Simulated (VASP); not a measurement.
# SnTe (F-43m) in VASP: notebook, part 3 of 3

VASP 6.6.1. The steps go on from the part before.

## Step 6: G0W0 quasiparticle levels, PBE

Contents of POSCAR:

```
SnTe
1.0
    0.0000000000      3.6111460000      3.6111460000
    3.6111460000      0.0000000000      3.6111460000
    3.6111460000      3.6111460000      0.0000000000
Te Sn
1 1
Direct
    0.2500000000      0.2500000000      0.2500000000
    0.0000000000      0.0000000000      0.0000000000
```

Contents of INCAR.step1:

```
PREC = Accurate
ENCUT = 450
EDIFF = 1E-8
ISMEAR = 0
SIGMA = 0.01
LREAL = F
LASPH = T
NELM = 80
ALGO = Normal
LWAVE = T
LCHARG = F
GGA = PE
```

Contents of INCAR.step2:

```
PREC = Accurate
ENCUT = 450
EDIFF = 1E-8
ISMEAR = 0
SIGMA = 0.01
LREAL = F
LASPH = T
NELM = 1
ALGO = Exact
LWAVE = T
LCHARG = F
GGA = PE
NBANDS = 123
LOPTICS = T
ISTART = 1
```

Contents of INCAR.step3:

```
PREC = Accurate
ENCUT = 450
EDIFF = 1E-8
ISMEAR = 0
SIGMA = 0.01
LREAL = F
LASPH = T
ALGO = EVGW0
LWAVE = F
LCHARG = F
GGA = PE
NELMGW = 1
NBANDS = 123
ENCUTGW = 150
NOMEGA = 36
PRECFOCK = Fast
ISTART = 1
NBANDSGW = 18
```

Contents of KPOINTS:

```
regular mesh
0
Gamma
  2 2 2
```

Potentials or basis: VASP PAW PBE potentials, release 64 (Te_GW, Sn_d_GW).

Run with:

```console
$ cat potpaw_PBE.64/Te_GW/POTCAR potpaw_PBE.64/Sn_d_GW/POTCAR > POTCAR
$ cp INCAR.step1 INCAR
$ mpirun -np 1 vasp_std > vasp.out
$ cp INCAR.step2 INCAR
$ mpirun -np 1 vasp_std > vasp.out
$ cp INCAR.step3 INCAR
$ mpirun -np 1 vasp_std > vasp.out
```

OUTCAR:

```text
PREC = Accurate
   ENCUT = 450
   EDIFF = 1E-8
   ISMEAR = 0
   LREAL = F
   LASPH = T
   GGA = PE
   NELMGW = 1
   ENCUTGW = 150
   PRECFOCK = Fast
   ISTART = 1

 Found      3 irreducible k-points:

 Following reciprocal coordinates:
            Coordinates               Weight
  0.000000  0.000000  0.000000      1.000000
  0.500000  0.000000  0.000000      4.000000
  0.500000  0.500000  0.000000      3.000000
   k-points           NKPTS =      3   k-points in BZ     NKDIM =      8   number of bands    NBANDS=    123
   number of dos      NEDOS =    301   number of ions     NIONS =      2
   total plane-waves  NPLWV =  46656
   dimension x,y,z NGX =    36 NGY =   36 NGZ =   36
   dimension x,y,z NGXF=    72 NGYF=   72 NGZF=   72
   ions per type =               1   1
   NGX,Y,Z   is equivalent  to a cutoff of  11.72, 11.72, 11.72 a.u.
   NGXF,Y,Z  is equivalent  to a cutoff of  23.44, 23.44, 23.44 a.u.
 SYSTEM =  unknown system
   PREC   = accura    normal or accurate (medium, high low for compatibility)
   ISTART =      1    job   : 0-new  1-cont  2-samecut
   ICHARG =      0    charge: 1-file 2-atom 10-const
   ISPIN  =      1    spin polarized calculation?
   LNONCOLLINEAR =      F non collinear calculations
   LSORBIT =      F    spin-orbit coupling
[... 28 lines left out ...]
   GGA     = PE    functional components
   LHFCALC =     T    Hartree Fock is set to
   PRECFOCK=fast      Normal, Fast or Accurate (Low or Medium for compatibility)
   ENCUT4O =  -1.0   cutoff for four orbital integrals eV
   NKREDX  =     1    reduce k-point grid by
   NKREDY  =     1    reduce k-point grid by
   NKREDZ  =     1    reduce k-point grid by
   AEXX    =    1.0000 exact exchange contribution
   HFSCREEN=    0.0000 screening length (either q_TF or 0.3 A-1)
   HFSCREENC=   0.0000 screening length for correlation (either q_TF or 0.3 A-1)
   ENCUTFOCK=  -1.0 apply spherical cutoff to Coloumb kernel
   IVDW    =     0    specifies the selected vdW correction
   LEPSILON=     F    determine dielectric tensor
   LRPA    =     F    only Hartree local field effects (RPA)
   LRPAFORCE           =     F    calculate RPA forces
   ENCUTGW             = 150.0    cutoff for response function in eV
   ENCUTGWSOFT         = 120.0    soft cutoff for Coulomb kernel in GW response function in eV
   ENCUTLF             =  -1.0    cutoff for local field effects
   NELMGW              =     1    number of iterations in solving QP/BSE equation
   NELMHF              =     1    number of iterations in the inner HF iteration
   NKREDLFX            =     1    NKREDLFY  =   1   NKREDLFZ  =   1
 non-spin polarized calculation
 Gauss-broadening in eV      SIGMA  =   0.01
  energy-cutoff  :      450.00
  volume of cell :       94.18
 maximum number of plane-waves:      2085
 NGX is ok and might be reduce to    36
  NGX = 20; NGY = 20; NGZ = 20
   NGX = 17   NGY = 17   NGZ = 17
 maximum number of plane-waves:       411

 QP shifts <psi_nk| G(iteration)W_0 |psi_nk>: iteration 1
 for sc-GW calculations column KS-energies equals QP-energies in previous step
 and V_xc(KS)=  KS-energies - (<T + V_ion + V_H > + <T+V_H+V_ion>^1  + <V_x>^1)

 k-point   1 :       0.0000    0.0000    0.0000
  band No.  KS-energies  QP-energies   sigma(KS)   V_xc(KS)     V^pw_x(r,r')   Z            occupation Imag(sigma)

      1     -19.3912     -21.8717     -21.3542     -17.5160     -27.0917       0.6463       2.0000       0.8723
      2     -19.3912     -21.8717     -21.3542     -17.5160     -27.0917       0.6463       2.0000       0.8723
      3     -19.3912     -21.8717     -21.3542     -17.5160     -27.0917       0.6463       2.0000       0.8723
      4     -19.3830     -21.8454     -21.3506     -17.5180     -27.0742       0.6425       2.0000       0.8605
      5     -19.3830     -21.8454     -21.3506     -17.5180     -27.0742       0.6425       2.0000       0.8605
      6      -9.0511      -9.2679     -11.1492     -10.7924     -17.0021       0.6078       2.0000       1.1813
[... 41 lines left out ...]
      4     -19.3830     -21.8583     -21.3501     -17.5179     -27.0735       0.6459       2.0000       0.8614
      5     -19.3830     -21.8583     -21.3501     -17.5179     -27.0735       0.6459       2.0000       0.8614
      6      -8.2902      -8.5517     -11.6317     -11.2166     -17.0086       0.6301       2.0000       1.0297
[... 10 lines left out ...]
     17      10.7115      10.8722      -7.6677      -7.8897      -3.1825       0.7243       0.0000      -0.3558
     18      11.0314      11.2208      -7.6253      -7.8913      -2.9037       0.7120       0.0000      -0.3960
```

OUTCAR.step1:

```text
PREC = Accurate
   ENCUT = 450
   EDIFF = 1E-8
   ISMEAR = 0
   LREAL = F
   LASPH = T
[... 156 lines left out ...]
 -----------------------------------------------------------------------------------
      1.80557      1.80557      1.80557         0.000000      0.000000     -0.000000
      0.00000      0.00000      0.00000        -0.000000     -0.000000      0.000000
 -----------------------------------------------------------------------------------
    total drift:                               -0.000000     -0.000000     -0.000000

  FREE ENERGIE OF THE ION-ELECTRON SYSTEM (eV)
  ---------------------------------------------------
  free  energy   TOTEN  =        -7.3783918491 eV

  energy  without entropy=       -7.3783918491  energy(sigma->0) =       -7.37839185
```

Wall time 3.6 min (1 thread of AMD EPYC 7R43 (Zen 3), shared host); peak memory 0.59 GiB.

These settings aren't checked as converged: the numbers below hold their error.

What came out:

* Band gap on the k mesh, mean-field level: 0.81 eV, direct
* Quasiparticle gap: 1.44 eV
* Least direct quasiparticle gap: 1.44 eV

Caveat: the k mesh is coarse (spacing up to 0.75 Å⁻¹), so the values aren't converged; bands, screening cutoff and mesh are small and nothing is extrapolated, so the quasiparticle values aren't converged; spin-orbit coupling is left out, which moves the levels of the heavy elements.
